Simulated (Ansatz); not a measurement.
LiI (rock salt)

```
LiI
1.0
    0.00000     3.00952     3.00952
    3.00952     0.00000     3.00952
    3.00952     3.00952     0.00000
I Li
1 1
Cartesian
  0.00000   0.00000   0.00000
  3.00952   3.00952   3.00952
```

The slice is a {110} plane (indices of the conventional cell) through the point (0.500, 0.500, 0.500) (fractional), spanned by u = [100] and v = [1 -1 -1] in vectors of this cell: u (4.26 Å) and v (6.02 Å, at 90° to u). It covers one period; positions are fractions (u, v).

Level of theory: PBE (plane waves to 420 eV, PAW, scalar-relativistic; Ansatz, a first-principles code). k mesh 10×10×10. Near the nuclei the fields are pseudised (PAW); where an atom keeps semicore shells as valence, they peak there. LiI was relaxed with its symmetry unable to fall. Spin-orbit coupling is left out, though I is heavy.

**Question.** Predict the map of the electrostatic potential energy of an electron, from the cell's mean on the slice.

**Answer.** 
```
|xxxx6899986xxx|
|xxx578999875xx|
|xx46899999865x|
|56789999999876|
|66789999999876|
|01478999998741|
|xx03799999730x|
|xxx058999850xx|
|xxxx2799972xxx|
|xxxx1799971xxx|
|xxxx2799972xxx|
|xxx058999850xx|
|xx03799999730x|
|01478999998741|
|66789999999876|
|56789999999876|
|xx56899999864x|
|xxx578999875xx|
|xxxx6899986xxx|
|xxxx6899986xxx|
```
Scale: ten equal steps from -4.00 (start of '0') to 4.85 (end of '9'), in the order '0123456789'. Values: electrostatic potential energy of an electron, from the cell's mean, in eV. The map has 14 points along u (one character each, u = 0 at the left) and 20 along v (v = 0 in the bottom row). Points within 1 Å of a nucleus are blanked (x), as the pseudised field means little there. Values under -4 eV are set to -4. The zero, the cell's mean, hangs on the PAW cores.
